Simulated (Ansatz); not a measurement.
# Metal on semiconductor: Si/NiSi2, part 4 of 5

Aim: where the metal's Fermi level sits in the semiconductor's gap in Si/NiSi2, and what the stack passes. The semiconductor is Si diamond(111), undoped, with its far face capped by hydrogen, and the metal is NiSi2 fluorite(111) turned by 180 degrees (type B), in direct contact. After relaxation the nearest pair at the metal is Si–Si at 2.36 Å, along the normal. The common net has a side of 3.868 Å, which strains the semiconductor by +0.0 % and the metal by +0.7 %, against typed lattice constants near PBE's. The first steps treat the bulk crystals alone.

Ansatz 0.2.0; PBE DFT, plane waves, PAW files (the session's first sound run).

So far. Step 4 (Relaxing the interfaces): The largest force component on a free atom ends at 0.035 eV/Å. At one or more of this run's solves the program warned of density in the dipole ramp over its bound, where dipole, forces and levels can be off. Step 5 (The contact's transmission, atomic planes in the …): The semiconductor's channels close between -0.30 and +0.40 eV. In the worse lead the potential repeats within 9.8 meV, which the program lets pass.

### Step 6. T(E) from the semiconductor into the metal, atomic planes in the barrier 10, gap between the electrodes 18.16 Å

Level of this step: PBE DFT, plane waves, PAW files; ballistic transmission by layer matching between semi-infinite leads (Ansatz).

System of this step: Si/NiSi2. The cell holds 57 atoms: 47 Si, 9 Ni and 1 H. Its edges and angles: a = 3.868 Å, b = 3.868 Å, c = 102.688 Å, α = 90.0°, β = 90.0°, γ = 120.0°. Regions: left electrode, 20 atoms (20 Si); barrier, 10 atoms (10 Si); right electrode, 26 atoms (17 Si and 9 Ni). Vacuum lies along c.

More semiconductor under the metal, by copies of a relaxed pair of planes.

input.yaml

```yaml
crystal:
  lattice:
    - [3.868, 0.0, 0.0]
    - [-1.934, 3.3497862618, 0.0]
    - [0.0, 0.0, 102.6880349596]
  atoms:
    - { symbol: Si, position: [0.66666667, 0.33333333, 0.1509426099] }
    - { symbol: Si, position: [0.0, 0.0, 0.1586310275] }
    - { symbol: Si, position: [0.0, 0.0, 0.1816962806] }
    - { symbol: Si, position: [0.33333333, 0.66666667, 0.1893846982] }
    - { symbol: Si, position: [0.33333333, 0.66666667, 0.2124499513] }
    - { symbol: Si, position: [0.66666667, 0.33333333, 0.2201383689] }
    - { symbol: Si, position: [0.66666667, 0.33333333, 0.2432036219] }
    - { symbol: Si, position: [0.0, 0.0, 0.2508920396] }
    - { symbol: Si, position: [0.0, 0.0, 0.2739572926] }
    - { symbol: Si, position: [0.33333333, 0.66666667, 0.2816457103] }
    - { symbol: Si, position: [0.33333333, 0.66666667, 0.3047109633] }
    - { symbol: Si, position: [0.66666667, 0.33333333, 0.312399381] }
    - { symbol: Si, position: [0.66666667, 0.33333333, 0.335464634] }
    - { symbol: Si, position: [0.0, 0.0, 0.3431530517] }
    - { symbol: Si, position: [0.0, 0.0, 0.3662183047] }
    - { symbol: Si, position: [0.33333333, 0.66666667, 0.3739067224] }
    - { symbol: Si, position: [0.33333333, 0.66666667, 0.3969719754] }
    - { symbol: Si, position: [0.66666667, 0.33333333, 0.404660393] }
    - { symbol: Si, position: [0.66666667, 0.33333333, 0.4277194442] }
    - { symbol: Si, position: [0.0, 0.0, 0.4354212955] }
    - { symbol: Si, position: [0.0, 0.0, 0.4584367405] }
    - { symbol: Si, position: [0.33333333, 0.66666667, 0.4661382509] }
    - { symbol: Si, position: [0.33333333, 0.66666667, 0.4892050204] }
    - { symbol: Si, position: [0.66666667, 0.33333333, 0.4969089034] }
    - { symbol: Si, position: [0.66666667, 0.33333333, 0.5199934082] }
    - { symbol: Si, position: [0.0, 0.0, 0.5276972912] }
    - { symbol: Si, position: [0.0, 0.0, 0.550781796] }
    - { symbol: Si, position: [0.33333333, 0.66666667, 0.5584856791] }
    - { symbol: Si, position: [0.33333333, 0.66666667, 0.5815701838] }
    - { symbol: Si, position: [0.66666667, 0.33333333, 0.589233271] }
    - { symbol: Si, position: [0.66666667, 0.33333333, 0.6122444972] }
    - { symbol: Ni, position: [0.33333333, 0.66666667, 0.6205127387] }
    - { symbol: Si, position: [0.0, 0.0, 0.6261953207] }
    - { symbol: Si, position: [0.33333333, 0.66666667, 0.6414948309] }
    - { symbol: Ni, position: [0.0, 0.0, 0.6491663867] }
    - { symbol: Si, position: [0.66666667, 0.33333333, 0.6568379425] }
    - { symbol: Si, position: [0.0, 0.0, 0.6721374527] }
    - { symbol: Ni, position: [0.66666667, 0.33333333, 0.6798090085] }
    - { symbol: Si, position: [0.33333333, 0.66666667, 0.6874805643] }
    - { symbol: Si, position: [0.66666667, 0.33333333, 0.7027800745] }
    - { symbol: Ni, position: [0.33333333, 0.66666667, 0.7104516303] }
    - { symbol: Si, position: [0.0, 0.0, 0.7181231861] }
    - { symbol: Si, position: [0.33333333, 0.66666667, 0.7334226963] }
    - { symbol: Ni, position: [0.0, 0.0, 0.7410942522] }
    - { symbol: Si, position: [0.66666667, 0.33333333, 0.748765808] }
    - { symbol: Si, position: [0.0, 0.0, 0.7640653182] }
    - { symbol: Ni, position: [0.66666667, 0.33333333, 0.771736874] }
    - { symbol: Si, position: [0.33333333, 0.66666667, 0.7794084298] }
    - { symbol: Si, position: [0.66666667, 0.33333333, 0.79470794] }
    - { symbol: Ni, position: [0.33333333, 0.66666667, 0.8023794958] }
    - { symbol: Si, position: [0.0, 0.0, 0.8100510516] }
    - { symbol: Si, position: [0.33333333, 0.66666667, 0.8253505618] }
    - { symbol: Ni, position: [0.0, 0.0, 0.8330221176] }
    - { symbol: Si, position: [0.66666667, 0.33333333, 0.8406936735] }
    - { symbol: Si, position: [0.0, 0.0, 0.8559931837] }
    - { symbol: Ni, position: [0.66666667, 0.33333333, 0.8636647395] }
    - { symbol: H, position: [0.66666667, 0.33333333, 0.1363352605] }
kpoints:
  mp_grid: { grid: [8, 8, 1] }
scf:
  occupations: { method: fermi_dirac, width: 0.1 }
  max_iter: 150
hamiltonian:
  xc: pbe
efield:
  axis: 3
  dipole_correction: true
output:
  transmission:
    kmesh: [12, 12]
    e_range: [-2.5, 2.5]
    de: 0.05
    leads: [[8, 10], [42, 45]]
  dos: { projected: true, e_range: [-6, 5], de: 0.05 }
  write_potential: true
  write_density: true
  volumetric_format: npy
```

Launch:

```console
$ ansatz run input.yaml --threads 8 --pin off --max-ram 24576MiB --backend cpu --events-out ev --progress --plain --runs-dir out
```

Numbers of over 12 decimals in the logs are rounded to 6 here.

Output:

```text
[...]
Crystal: 57 atoms, lattice volume = 1330.526 Å³
Basis set: ecut = 420 eV, 26227 PW (Γ)
Bands: 233, of which v1, the nominal top of the filled ones, is band 176 counted from 1 (175 counted from 0)
Symmetry: 6 space group operations
[...]
k-points: 10 of 64 (time reversal used)
[...]
SCF iter   1: F=—  HF=-82464.102247 eV  |F-HF|=—  |Δ(HF+E_count)|=         —  Δρ=8.32e-3  dr2=1.50e1  ethr=1.77e-3  p=-0.013 e·Å  D=-1.73e-3 V/Å  ΔV_dip=0.18 eV  dr2_dipole=3.26e0  V_vac-E_F(+/−)=3.70/3.52 eV  ⟨swp⟩=10.1  Hψ=13041  notcnv=0  defer=68
[...]
SCF iter  15: F=-82463.956630 eV  HF=-82463.956630 eV  |F-HF|=9.57e-8  |Δ(HF+E_count)|=   4.16e-7  Δρ=1.45e-6  dr2=7.52e-8  ethr=2.85e-11  p=0.021 e·Å  D=2.86e-3 V/Å  ΔV_dip=-0.29 eV  dr2_dipole=3.26e-11  V_vac-E_F(+/−)=4.07/4.36 eV  ⟨swp⟩=17.3  Hψ=9400  notcnv=0
SCF 1 converged in 15 iterations: F = -82463.956630 eV  dr2 = 7.52e-8
[...]
transmission: 142 of 1349 steps passed
transmission: 273 of 1349 steps passed
[...]
transmission: 1349 of 1349 steps passed
[...]
SCF converged after 15 iterations
Free energy (F): -82463.956630 eV
[...]
Internal energy: -82463.672996 eV  (E = F + TS)
E sigma→0 (E₀):  -82463.814813 eV
Entropy (-TS):   -0.283634 eV (-4.976 meV/atom)
Fermi energy:    5.097281 eV
Dipole field:    D = 0.002860 V/Å  (p = 0.021029 e·Å, saw-weighted, corrected)
Work function:   Φ+ = 4.0674 eV   Φ− = 4.3610 eV
[...]
--- Band table (eV; the first three rows and the last of 10) ---
  k-point 0: bands = [... 172 lower, 5.8204, 5.9738, 6.2499, 6.2499, 6.2659, 6.2942, 6.3279, 6.3372, ... 53 higher]
  k-point 1: bands = [... 172 lower, 5.5010, 5.6659, 5.7279, 5.8289, 5.8598, 5.9925, 6.0934, 6.2929, ... 53 higher]
  k-point 2: bands = [... 172 lower, 4.8118, 4.8136, 5.0374, 5.1032, 5.1334, 5.2985, 5.4858, 5.7120, ... 53 higher]
  k-point 9: bands = [... 172 lower, 3.3813, 3.6109, 4.1965, 4.2330, 4.7572, 5.5030, 5.7702, 5.9355, ... 53 higher]
--- Transmission ---
  basis      : 121 plane waves across, 71 finite elements along
  points     : 19, standing for a mesh of 12 x 12
[...]
channels       : 0.000000e0 a spin
[...]
slowest decay  : 0.0769 /Å at (0.0000, 0.0000)
[...]
channels       : 1.076389e0 a spin
[...]
slowest decay  : 0.0371 /Å at (0.3333, 0.1667)
  junction   : crystal 0 to crystal 1, 39.19 to 74.53 Å
    transmission   : 0.000000e0 a spin
[...]
```

Run time: 2.7 min. Hardware: 8 threads of Intel Xeon 6975P-C (Granite Rapids), shared host; peak memory 11 GiB; 19 min of CPU time.

This step gave:

```yaml
free_energy: -82463.9566 eV
fermi_energy: 5.097 eV
potential_step_in_the_lower_lead: 7.3 meV
work_function_upper_face: 4.067 eV
work_function_lower_face: 4.361 eV
dipole_moment: 0.02103 e·Å
dipole_field: 0.002860 V/Å
```

One spin. The transmission, zone mean by energy, zero at the Fermi level:

```csv
energy (eV),"transmission, zone mean"
-2.400,0.807
-2.200,0.797
-2.150,0.837
-2.000,0.804
-1.800,0.706
-1.600,0.628
-1.400,0.481
-1.200,0.395
-1.000,0.347
-0.800,0.172
-0.600,0.0936
-0.400,0.0443
-0.200,0
0.000,0
0.200,0
0.400,0.00142
0.600,0.0141
0.800,0.0351
1.000,0.0999
1.200,0.245
1.400,0.418
1.450,0.471
1.600,0.385
1.800,0.219
2.000,0.574
2.200,1.19
2.300,1.26
2.400,1.18
```

One spin. Open channels, zone mean against energy, zero at the Fermi level:

| energy (eV) | lower lead | upper lead |
| --- | --- | --- |
| -2.50 | 1.55 | 1.67 |
| -2.35 | 1.76 | 1.67 |
| -2.25 | 1.72 | 1.76 |
| -2.10 | 1.55 | 1.80 |
| -1.95 | 1.51 | 1.84 |
| -1.80 | 1.47 | 1.84 |
| -1.70 | 1.30 | 1.92 |
| -1.55 | 1.22 | 1.67 |
| -1.40 | 1.02 | 1.51 |
| -1.30 | 0.854 | 1.40 |
| -1.15 | 0.604 | 1.40 |
| -1.00 | 0.562 | 1.02 |
| -0.90 | 0.354 | 1.02 |
| -0.75 | 0.312 | 0.979 |
| -0.60 | 0.146 | 0.854 |
| -0.45 | 0.146 | 0.681 |
| -0.35 | 0.0208 | 0.701 |
| -0.20 | 0 | 0.993 |
| -0.05 | 0 | 1.03 |
| 0.00 | 0 | 1.08 |
| 0.05 | 0 | 1.16 |
| 0.20 | 0 | 1.16 |
| 0.35 | 0.0417 | 1.41 |
| 0.45 | 0.0417 | 1.37 |
| 0.60 | 0.208 | 1.59 |
| 0.75 | 0.333 | 1.76 |
| 0.90 | 0.5 | 1.92 |
| 1.00 | 0.667 | 2.01 |
| 1.15 | 0.75 | 2.01 |
| 1.30 | 0.986 | 1.67 |
| 1.40 | 1.07 | 1.59 |
| 1.55 | 1.36 | 1.07 |
| 1.70 | 1.61 | 0.694 |
| 1.80 | 1.99 | 0.562 |
| 1.95 | 2.07 | 0.993 |
| 2.10 | 2.15 | 2.45 |
| 2.25 | 2.28 | 2.95 |
| 2.35 | 2.08 | 2.92 |
| 2.50 | 1.95 | 2.92 |

Projected DOS an atom over height of the atomic layer and energy from the Fermi level. Layers: H Si Si Si Si Si Si Si Si Si Si Si Si Si Si Si Si Si Si Si Si Si Si Si Si Si Si Si Si Si Si Si Ni Si Si Ni Si Si Ni Si Si Ni Si Si Ni Si Si Ni Si Si Ni Si Si Ni Si Si Ni; projections on atoms miss part of the total, and the computed bands can run out at the top of the range; a column is the mean of 4 neighbouring layers, the last of those left over.

Ten even steps from '0' (0.00 states/eV) to '9' (6.33 states/eV), each cell a mean:
```
000000000000000
000000000000000
000000000000000
011111100000000
000000000000000
000000000000000
000000000000000
000000000000000
000000000000000
000000000000000
000000000000001
000000000000002
000000000000005
010000101000009
011111101011004
011111103112112
000000003224220
000000001111110
000000001111110
000000001112110
000000000000000
000000000000000
```
Columns: height of the atomic layer (Å) from 16.1 to 88.7 (not evenly spaced); rows upwards: energy from the Fermi level (eV) from -6 to 5.

The semiconductor's channels close between -0.30 and +0.35 eV. In the worse lead the potential repeats within 7.5 meV, which the program lets pass.

[end of part 4 of 5]

[Logs are printed without paths, hosts, clocks, repeated set-up lines and the standing remarks that a program may print on its own settings, such as how far it seeks lower states.]

[Hosts, paths, dates, database ids (printed as entryN), source tags and the programs' standing remarks are cut or masked in the printed files.]
